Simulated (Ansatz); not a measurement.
# PbS (Cmcm) in Ansatz: a series of runs

Aim: see how the results for PbS move with the level of theory and the settings. Levels: PBEsol, PBE. Tasks: relaxation of cell and atoms, single point.

All numbers are computed with Ansatz 0.2.0; they aren't measurements. Logs are shortened: lines on timing, memory, paths and dates and some standing lists are left out, and cuts for length are marked.

## (1) The crystal as given

Symmetry: Cmcm, No. 63, orthorhombic system. Conventional cell: a = 4.160 Å, b = 11.983 Å, c = 4.279 Å, α = 90.00°, β = 90.00°, γ = 90.00°. Pb (site symmetry m2m) has 5 S at 2.69 to 2.99 Å as nearest neighbours. Around S (site symmetry m2m) lie 5 Pb at 2.69 to 2.99 Å.

Measurements of this composition are mostly on another form, of space group No. 225.

## (2) Relaxation of cell and atoms, PBEsol

Input file input.yaml:

```yaml
crystal:
  lattice:
    - [2.079952695, -5.991296865, 0.0]
    - [2.079952695, 5.991296865, 0.0]
    - [0.0, 0.0, 4.27932094]
  atoms:
    - { symbol: Pb, position: [0.13056335, 0.86943665, 0.25] }
    - { symbol: Pb, position: [0.86943665, 0.13056335, 0.75] }
    - { symbol: S, position: [0.35479709, 0.64520291, 0.25] }
    - { symbol: S, position: [0.64520291, 0.35479709, 0.75] }
hamiltonian:
  xc: pbesol
  pseudopotentials: { kind: paw }
kpoints:
  mp_grid: { grid: [7, 7, 6] }
scf:
  occupations: { method: fermi_dirac, width: 0.05 }
output:
  forces: true
  stress: true
  eigenvalues: true
relax:
  f_tol: 0.01
  max_steps: 40
  cell: { stress_tol: 0.05 }
```

Potentials or basis: Ansatz PAW.

Command:

```bash
$ ansatz run input.yaml --threads 2 --pin off --max-ram 5632MiB --backend cpu --events-out ev --progress --plain --runs-dir out
```

The program printed:

```text
Warning: RAYON_NUM_THREADS=2 ignored (pool sized by the plan → 2); use --threads N
Engine: ansatz 0.2.0, x86_64-unknown-linux-gnu
Pseudopotentials: kind: paw
Pseudopotential: Pb, paw, valence charge 14, recommended cutoff 420 eV (normal), Pb.paw.azcp
Pseudopotential: S, paw, valence charge 6, recommended cutoff 420 eV (normal), S.paw.azcp
Functional definition: PBEsol
  exchange = pbesol_x
  correlation = pbesol_c
Crystal: 4 atoms, lattice volume = 106.654 Å³
Basis set: ecut = 420 eV, 2077 PW (Γ), exchange–correlation on 90×90×60 points (8 copies of the dense FFT grid, shifted against one another)
Bands: 24, of which v1, the nominal top of the filled ones, is band 20 counted from 1 (19 counted from 0)
Symmetry: 8 space group operations
Space group: Cmcm (ITA 63), of the structure as read, at distance tolerance 4.7e-5 Å
k-points: 64 of 294
Non-local potential: Pb, projectors of the file, l = 0: 2, l = 1: 2, l = 2: 2, l = 3: 2
Non-local potential: S, projectors of the file, l = 0: 2, l = 1: 2, l = 2: 2
PAW form: soft (Blöchl's): semilocal exchange-correlation on the pseudo side does not see the compensation charge
PAW frozen core: Pb, regenerated for the run's functional, and the local potential with it (the file was generated under x = pbe(κ = 0.804, μ = 0.2195149727645171), c = pbe(β = 0.06672455060314922))
PAW frozen core: S, regenerated for the run's functional, and the local potential with it (the file was generated under x = pbe(κ = 0.804, μ = 0.2195149727645171), c = pbe(β = 0.06672455060314922))
PAW one-centre angular grid: Pb, 590 points (default); XC on 64 Gauss nodes
PAW one-centre angular grid: S, 110 points (default); XC on 64 Gauss nodes
Initial density: superposition of atomic densities (neutral atoms: chi_scale 0, normalization atom), corrected by the library's trained network
Initial wavefunctions: pseudopotential atomic-orbital guess
Functional: x = pbesol(κ = 0.804, μ = 0.12345679012345678), c = pbesol(β = 0.046)
SCF iter   1: F=—  HF=-25281.697815 eV  |F-HF|=—  |Δ(HF+E_count)|=         —  Δρ=4.62e-3  dr2=4.34e-2  ethr=1.77e-3  ⟨swp⟩=7.0  Hψ=7690  notcnv=0
preconditioner: auto → Resta (q_TF=auto, 2.317 Å⁻¹)  ε∞=3.7  [insulator: Δε(μ)=1.077 eV  Ē_g=13.866 eV  σ=0.050 eV  W_gap=1.00  n_scr=26 (ndim 8)  ℏωp=22.7 eV  f_vac=0.000  D(μ)=0.00/eV (n_scr^D=0)  ε∞_Penn≈3.7]
SCF iter   2: F=—  HF=-25281.684390 eV  |F-HF|=—  |Δ(HF+E_count)|=   1.34e-2  Δρ=1.42e-3  dr2=2.87e-3  ethr=1.08e-4  ⟨swp⟩=2.1  Hψ=2437  notcnv=0
SCF iter   3: F=—  HF=-25281.683781 eV  |F-HF|=—  |Δ(HF+E_count)|=   6.09e-4  Δρ=5.00e-4  dr2=2.95e-4  ethr=7.16e-6  ⟨swp⟩=3.0  Hψ=2927  notcnv=0
SCF iter   4: F=—  HF=-25281.683785 eV  |F-HF|=—  |Δ(HF+E_count)|=   4.25e-6  Δρ=1.54e-4  dr2=2.89e-5  ethr=7.37e-7  ⟨swp⟩=2.0  Hψ=2784  notcnv=0
SCF iter   5: F=—  HF=-25281.683770 eV  |F-HF|=—  |Δ(HF+E_count)|=   1.52e-5  Δρ=2.30e-5  dr2=5.77e-7  ethr=7.21e-8  ⟨swp⟩=2.5  Hψ=2125  notcnv=0
SCF iter   6: F=-25281.683770 eV  HF=-25281.683770 eV  |F-HF|=1.18e-8  |Δ(HF+E_count)|=   3.87e-7  Δρ=5.52e-6  dr2=5.12e-8  ethr=2.50e-10  ⟨swp⟩=6.6  Hψ=7710  notcnv=0
SCF 1 converged in 6 iterations: F = -25281.683770 eV  dr2 = 5.12e-8
relax step   1: F+E_penalty+E_count = -25281.68377041 eV  Δ(F+E_penalty+E_count) = +0.000e0 eV  max|allowed force component| = 3.406e-2 eV/Å  Δτ_max = 0.0000 Å  P = -1.868 GPa  Ω = 106.654 Å³  (6 SCF iters, dr2 threshold 1.00e-7 eV, accepted)
Crystal: 4 atoms, lattice volume = 97.685 Å³
Basis set: ecut = 420 eV, 1921 PW (Γ), exchange–correlation on 90×90×60 points (8 copies of the dense FFT grid, shifted against one another)
Initial density: handed on by an earlier stage of this run
Initial wavefunctions: those handed on with the density
iter 1 solved again at ethr=2.69e-5 eV; its pass at ethr=3.10e-3 eV (dr2=1.08e-2 eV) is discarded
SCF iter   1: F=—  HF=-25281.706527 eV  |F-HF|=—  |Δ(HF+E_count)|=         —  Δρ=2.39e-3  dr2=1.16e-2  ethr=2.69e-5  ⟨swp⟩=2.9  Hψ=11501  notcnv=0
preconditioner: auto → Resta (q_TF=auto, 2.351 Å⁻¹)  ε∞=3.9  [insulator: Δε(μ)=0.986 eV  Ē_g=14.072 eV  σ=0.050 eV  W_gap=1.00  n_scr=26 (ndim 8)  ℏωp=23.8 eV  f_vac=0.000  D(μ)=0.00/eV (n_scr^D=0)  ε∞_Penn≈3.9]
SCF iter   2: F=—  HF=-25281.704168 eV  |F-HF|=—  |Δ(HF+E_count)|=   2.36e-3  Δρ=1.25e-3  dr2=2.00e-3  ethr=2.69e-5  ⟨swp⟩=2.0  Hψ=2007  notcnv=0
SCF iter   3: F=—  HF=-25281.703767 eV  |F-HF|=—  |Δ(HF+E_count)|=   4.02e-4  Δρ=2.90e-4  dr2=1.33e-4  ethr=5.00e-6  ⟨swp⟩=2.0  Hψ=1978  notcnv=0
SCF iter   4: F=—  HF=-25281.703733 eV  |F-HF|=—  |Δ(HF+E_count)|=   3.40e-5  Δρ=7.70e-5  dr2=7.39e-6  ethr=3.32e-7  ⟨swp⟩=2.6  Hψ=2492  notcnv=0
SCF iter   5: F=—  HF=-25281.703734 eV  |F-HF|=—  |Δ(HF+E_count)|=   1.84e-6  Δρ=2.19e-5  dr2=4.29e-7  ethr=1.85e-8  ⟨swp⟩=2.4  Hψ=2797  notcnv=0
[... 19 lines left out ...]
preconditioner: auto → Resta (q_TF=auto, 2.339 Å⁻¹)  ε∞=3.8  [insulator: Δε(μ)=1.077 eV  Ē_g=13.998 eV  σ=0.050 eV  W_gap=1.00  n_scr=26 (ndim 8)  ℏωp=23.4 eV  f_vac=0.000  D(μ)=0.00/eV (n_scr^D=0)  ε∞_Penn≈3.8]
SCF iter   2: F=—  HF=-25281.719404 eV  |F-HF|=—  |Δ(HF+E_count)|=   3.19e-5  Δρ=1.75e-4  dr2=3.96e-5  ethr=4.16e-7  ⟨swp⟩=2.0  Hψ=1867  notcnv=0
SCF iter   3: F=—  HF=-25281.719359 eV  |F-HF|=—  |Δ(HF+E_count)|=   4.54e-5  Δρ=2.93e-5  dr2=1.93e-6  ethr=9.91e-8  ⟨swp⟩=2.0  Hψ=1888  notcnv=0
SCF iter   4: F=-25281.719359 eV  HF=-25281.719359 eV  |F-HF|=1.89e-8  |Δ(HF+E_count)|=   2.45e-7  Δρ=8.22e-6  dr2=8.24e-8  ethr=3.03e-10  ⟨swp⟩=5.0  Hψ=8249  notcnv=0
SCF 4 converged in 4 iterations: F = -25281.719359 eV  dr2 = 8.24e-8
relax step   4: F+E_penalty+E_count = -25281.71935853 eV  Δ(F+E_penalty+E_count) = -5.485e-4 eV  max|allowed force component| = 5.643e-3 eV/Å  Δτ_max = 0.0105 Å  P = -0.001 GPa  Ω = 100.714 Å³  energy of the carried Pulay correction = +5.184e-4 eV  (4 SCF iters, dr2 threshold 1.21e-7 eV, accepted)
Initial wavefunctions: pseudopotential atomic-orbital guess (no wavefunctions were taken with the density)
iter 1 solved again at ethr=2.28e-7 eV; its pass at ethr=3.10e-3 eV (dr2=9.13e-5 eV) is discarded
SCF iter   1: F=—  HF=-25281.718893 eV  |F-HF|=—  |Δ(HF+E_count)|=         —  Δρ=6.74e-5  dr2=9.22e-7  ethr=2.28e-7  ⟨swp⟩=3.3  Hψ=12423  notcnv=0
SCF iter   2: F=—  HF=-25281.718858 eV  |F-HF|=—  |Δ(HF+E_count)|=   3.58e-5  Δρ=3.37e-5  dr2=2.12e-7  ethr=2.31e-9  ⟨swp⟩=2.4  Hψ=2739  notcnv=0
SCF iter   3: F=—  HF=-25281.718858 eV  |F-HF|=—  |Δ(HF+E_count)|=   1.54e-7  Δρ=4.94e-6  dr2=8.77e-9  ethr=5.31e-10  ⟨swp⟩=2.9  Hψ=2906  notcnv=0
SCF iter   4: F=—  HF=-25281.718858 eV  |F-HF|=—  |Δ(HF+E_count)|=   5.26e-9  Δρ=6.37e-7  dr2=6.49e-10  ethr=2.19e-11  ⟨swp⟩=2.0  Hψ=2038  notcnv=0
SCF iter   5: F=—  HF=-25281.718858 eV  |F-HF|=—  |Δ(HF+E_count)|=  1.53e-10  Δρ=2.42e-7  dr2=7.99e-11  ethr=1.62e-12  ⟨swp⟩=2.0  Hψ=2027  notcnv=0
SCF iter   6: F=-25281.718858 eV  HF=-25281.718858 eV  |F-HF|=3.64e-12  |Δ(HF+E_count)|=  1.46e-11  Δρ=4.83e-8  dr2=3.55e-12  ethr=1.00e-12  ⟨swp⟩=5.6  Hψ=6439  notcnv=0
SCF 5 converged in 6 iterations: F = -25281.718858 eV  dr2 = 3.55e-12
relax step   5: F+E_penalty+E_count = -25281.71885787 eV  Δ(F+E_penalty+E_count) = +5.007e-4 eV  max|allowed force component| = 5.655e-3 eV/Å  Δτ_max = 0.0000 Å  P = -0.003 GPa  Ω = 100.714 Å³  stress off target by 3.23e-2 GPa  SCF on the basis re-selected at this cell (its energy is not comparable with the rows above)  (6 SCF iters)
basis re-selected at this cell: Δ(F+E_penalty+E_count) = +5.007e-4 eV, ΔP = -0.002 GPa vs the last step (what re-selecting the basis moved, of the pressure what is left beyond the Pulay correction that the steps carried, after the strain that the cell walked since its last selection, with what the two solves' SCF thresholds leave and, on support functions, any second-order correction that the steps lacked; it is no measure of the basis error at this ecutwfc). This SCF's stress stands 3.23e-2 GPa from its target on what of the cell is left free (relax.cell.stress_tol is 5.00e-2 GPa) and its largest allowed force component is 5.66e-3 eV/Å (relax.f_tol is 1.00e-2 eV/Å): within both
SCF converged after 6 iterations
Free energy (F): -25281.718858 eV
Harris-Foulkes:  -25281.718858 eV  (|F-HF|=3.64e-12)
Internal energy: -25281.718857 eV  (E = F + TS)
E sigma→0 (E₀):  -25281.718857 eV
Entropy (-TS):   -0.000001 eV (-0.000 meV/atom)
Fermi energy:    8.709149 eV
--- Per-component energies (eV) ---
  E_band       = -100.268957
  E_kinetic    = 788.283655
  E_local      = -2413.015952  (includes V_loc(G=0)·N_el)
  E_nonlocal   = 761.915106
  E_hartree    = 939.449667
  E_xc         = -630.866883
  E_vxc        = -440.733282  (∫ρ·V_xc dr)
  E_paw        = -21676.806786  (= ΣΔE_a)
  E_vpaw       = -675.617867  (= ΣTr[D̂ρ^β])
  E_aug_tail   = 0.000096  (compensation charges beyond the density's cutoff)
  E_ewald      = -3050.925892
  E_core_change = 0.248132  (= ΣΔE_core)
  E_smearing   = -0.000001  (= −TS)
  E_closure    = 0.000000  (closes the sum)
  Σ components = -25281.718858   (vs F -25281.718858, Δ=0.00e0)
--- Forces (eV/Å), atoms counted from 1 ---
  atom   1  Pb    -0.00000000     0.00489606     0.00000000
  atom   2  Pb     0.00000000    -0.00489606     0.00000000
  atom   3  S      0.00000000    -0.00565524     0.00000000
  atom   4  S     -0.00000000     0.00565524     0.00000000
  max |Σ_I F_I| component: 0.00e0 eV/Å
--- Stress (GPa, compression-positive) ---
       -0.032265      -0.000000       0.000000
       -0.000000      -0.005622      -0.000000
        0.000000      -0.000000       0.028907
  P = ⅓ Tr σ = -0.0030 GPa (-0.030 kbar)
--- Band table (eV; the first three rows and the last of 64) ---
  k-point 0: bands = ["-8.2531", "-8.1334", "-8.1301", "-8.1049", "-8.0651", "-8.0616", "-8.0583", "-8.0444", "-8.0376", "-7.9706", "-5.1191", "-3.1117", "1.4176", "2.2709", "3.5831", "4.9599", "5.6704", "6.2710", "6.5595", "7.5516", "12.6757", "12.7059", "13.0997", "13.7026"]
  k-point 1: bands = ["-8.2323", "-8.1313", "-8.1311", "-8.0931", "-8.0773", "-8.0771", "-8.0591", "-8.0320", "-8.0288", "-7.9841", "-4.9507", "-3.1223", "0.9184", "1.8752", "3.7393", "5.4639", "5.8815", "6.4581", "6.9341", "7.3840", "12.0719", "12.3441", "12.5853", "13.0026"]
  k-point 2: bands = ["-8.1895", "-8.1383", "-8.1121", "-8.0997", "-8.0992", "-8.0695", "-8.0525", "-8.0219", "-8.0206", "-8.0169", "-4.4746", "-3.2947", "0.2858", "1.0351", "4.2893", "5.8374", "6.4313", "6.8727", "7.3947", "7.7081", "10.7206", "10.7442", "11.1447", "11.7619"]
  k-point 63: bands = ["-8.1706", "-8.1706", "-8.0903", "-8.0903", "-8.0661", "-8.0661", "-8.0366", "-8.0366", "-8.0313", "-8.0313", "-3.7356", "-3.7356", "-0.1722", "-0.1722", "6.8062", "6.8062", "6.8299", "6.8299", "7.6582", "7.6582", "9.8731", "9.8731", "11.3144", "11.3144"]
--- Relaxed structure (4 steps of the walk, 4 accepted, 1 SCFs on fresh bases) ---
  F+E_penalty+E_count = -25281.71885787 eV   max|allowed force component| = 5.655e-3 eV/Å   (the final SCF, on the basis selected at the relaxed cell)
  cell:  # Å, volume = 100.7142 Å³
    - [2.050805650991976, -5.8043401603596045, 0.0]
    - [2.050805650991976, 5.8043401603596045, 0.0]
    - [0.0, 0.0, 4.230417695476097]
  atoms:
    - { symbol: Pb, position: [0.12714455787717882, 0.8728554421228211, 0.24999999999999997] }
    - { symbol: Pb, position: [0.8728554421228211, 0.12714455787717882, 0.75] }
    - { symbol: S, position: [0.35865253834385347, 0.6413474616561464, 0.24999999999999997] }
    - { symbol: S, position: [0.6413474616561464, 0.35865253834385347, 0.75] }
```

Run time: 29 s. Hardware: 2 threads of Intel Xeon at 2.70GHz, shared host; peak memory 0.51 GiB.

Results:

- Free energy: -25281.7189 eV
- Relaxed volume: 25.18 Å³/atom
- Relaxed cell: a = 6.156 Å, b = 6.156 Å, c = 4.230 Å, α = 90.00°, β = 90.00°, γ = 141.08°
- Space group after relaxing (to 0.05 Å): Cmcm (No. 63)
- Energy gained by relaxing: 8.8 meV/atom
- Ionic steps: 5
- Pressure after relaxing: 0.0 GPa
- Largest force after relaxing: 0.006 eV/Å
- Band gap on the k mesh: 1.08 eV, indirect (least direct gap 1.23 eV)

Forces on the atoms (eV/Å):
```
Pb   0.000  0.005  0.000
Pb   0.000 -0.005  0.000
S    0.000 -0.006  0.000
S    0.000  0.006  0.000
```

Step by step:
```
step  energy change (eV)  largest force (eV/Å)  volume (Å³)
   1              0.0000                0.0341       106.65
   2             -0.0200                0.1000        97.68
   3             -0.0350                0.0161       101.14
   4             -0.0356                0.0056       100.71
   5             -0.0351                0.0057       100.71
```

Final structure:
```
CELL_PARAMETERS angstrom
2.05081 -5.80434 0.00000
2.05081 5.80434 0.00000
0.00000 0.00000 4.23042
ATOMIC_POSITIONS crystal
Pb 0.12714 0.87286 0.25000
Pb 0.87286 0.12714 0.75000
S 0.35865 0.64135 0.25000
S 0.64135 0.35865 0.75000
```

Levels at points of the mesh, in eV from the valence-band top:
| k point | band 18 | band 19 | band 20 | band 21 | band 22 | band 23 |
| --- | --- | --- | --- | --- | --- | --- |
| (0.00, 0.00, 0.00) | -1.87 | -1.58 | -0.59 | 4.53 | 4.56 | 4.96 |
| (0.00, 0.00, -0.50) | -1.18 | -0.04 | -0.04 | 1.68 | 1.68 | 2.66 |

Caveat: odd divisions of the mesh miss points on the zone boundary, where band edges often lie, so the gap on the mesh can be too wide; the plane-wave basis is chosen anew once the cell has moved, so the energies of steps on either side of that aren't comparable; spin-orbit coupling is left out, which as a rule narrows the gap of such compounds by several tenths of an eV; the PAW data sets come from PBE, with cores solved anew for the run's functional, which leaves a small shift of forces and pressure.

(Part 1 of 2 ends here.)
